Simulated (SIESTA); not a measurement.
# MnS: equation of state with PBEsol

The system is MnS.

```
Mn S
1.0
     0.00000    2.60450    2.60450
     2.60450    0.00000    2.60450
     2.60450    2.60450    0.00000
Mn S
1 1
Direct
  0.00000 0.00000 0.00000
  0.50000 0.50000 0.50000
```

```yaml
Program: SIESTA 5.4.2
Task: equation of state
Functional: PBEsol
Potentials_or_basis: PseudoDojo 0.4 standard (PBEsol files)
Basis: DZP (energy shift 0.003 Ry; two zetas on semicore shells)
Grid_cutoff: 800 Ry
Energy_shift: 0.003 Ry
k_mesh: 9 × 9 × 9
Occupations: fermi-dirac, width 0.05 eV
Spin: collinear spin, ferromagnetic start
Starting_moments: "[4.0, 0.0] μB"
```

```yaml
Equilibrium_volume: "15.71 Å³/atom (rough: see the caveat)"
Bulk_modulus: 61 GPa (rough)
```

Energy against volume, from the lowest point:
```
volume (Å³/atom)  energy (meV/atom)
          16.607               0.00
          16.961               8.12
          17.314              18.61
          17.667              31.18
          18.021              45.54
          18.374              61.77
          18.727              79.62
```

All runs of the series together: 6.1 min on 1 thread of Intel(R) Xeon(R) Platinum 8488C (Sapphire Rapids), with other jobs on the host.

Caveat: the fit is doubtful: noisy points or a state that changes with volume; the minimum lies outside the volumes run; short orbitals over semicore shells can move pressures by several GPa; the basis of atomic orbitals isn't converged, which shifts pressures, moduli and gaps.
